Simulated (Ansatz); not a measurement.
**Aluminium, fcc: revPBE0 after revPBE**

How do the levels change when part of the exchange is made exact, and what does it cost? Spin polarisation is left out. The cell comes from an earlier revPBE relaxation. Exact exchange is dear, so the k-mesh is coarse, and revPBE is run on the same mesh for comparison.

Method: DFT, plane waves (420 eV) with PBE-made PAW files, scalar-relativistic; functionals as named at each step, in Ansatz 0.2.0.

**1. The structure to begin with**

Symmetry: Fm-3m, No. 225, cubic system. The conventional cell has a = 4.059 Å, b = 4.059 Å, c = 4.059 Å, α = 90.00°, β = 90.00°, γ = 90.00°. Al (site symmetry m-3m) is surrounded by 12 Al at 2.87 Å.

Structure file:

```cif
data_structure
_symmetry_space_group_name_H-M 'P 1'
_symmetry_Int_Tables_number 1
_cell_length_a 2.8702
_cell_length_b 2.8702
_cell_length_c 2.8702
_cell_angle_alpha 60.000
_cell_angle_beta 60.000
_cell_angle_gamma 60.000
_cell_volume 16.72
loop_
_atom_site_label
_atom_site_type_symbol
_atom_site_fract_x
_atom_site_fract_y
_atom_site_fract_z
_atom_site_occupancy
Al1 Al 0.00000 0.00000 0.00000 1
```

**2. revPBE on the coarse mesh**

The run with revPBE.

Input file input.yaml:

```yaml
crystal:
  lattice:
    - [0.0, 2.029546256, 2.029546256]
    - [2.029546256, 0.0, 2.029546256]
    - [2.029546256, 2.029546256, 0.0]
  atoms:
    - { symbol: Al, position: [0.0, 0.0, 0.0] }
hamiltonian:
  xc: revpbe
  pseudopotentials:
    kind: paw
    azcp:
      Al: "pseudopotentials/Al.paw.azcp"
basis:
  ecutwfc: 420
  fft_grid_basis: typed
kpoints:
  mp_grid: { grid: [7, 7, 7], shift: [0, 0, 0] }
magnetization:
  spin_polarized: false
scf:
  occupations: { method: fermi_dirac, width: 0.1 }
```

**3. revPBE0, coarse mesh**

The run with revPBE0.

input.yaml, as its differences from that of step 2:

```diff
@@ -8,3 +8,3 @@
 hamiltonian:
-  xc: revpbe
+  xc: revpbe0
   pseudopotentials:
```

(Steps that only read results are left out.)

Q: Predict the outcome of this session. Wanted: revPBE: gap; revPBE0: gap.

As calculated:

| quantity | value |
| --- | --- |
| revPBE: gap | none (levels filled in part) |
| revPBE0: gap | none (levels filled in part) |
| revPBE0: SCF cycles, exchange loops | 12, 2 |
| revPBE0: CPU time over that of revPBE | 18 |

Neither revPBE nor revPBE0 shows a clean gap on this mesh. revPBE0 cost 18 times the CPU time of revPBE. revPBE0 needed 2 outer loops of the exchange operator. The total energies in the logs cannot be compared from one functional to another.
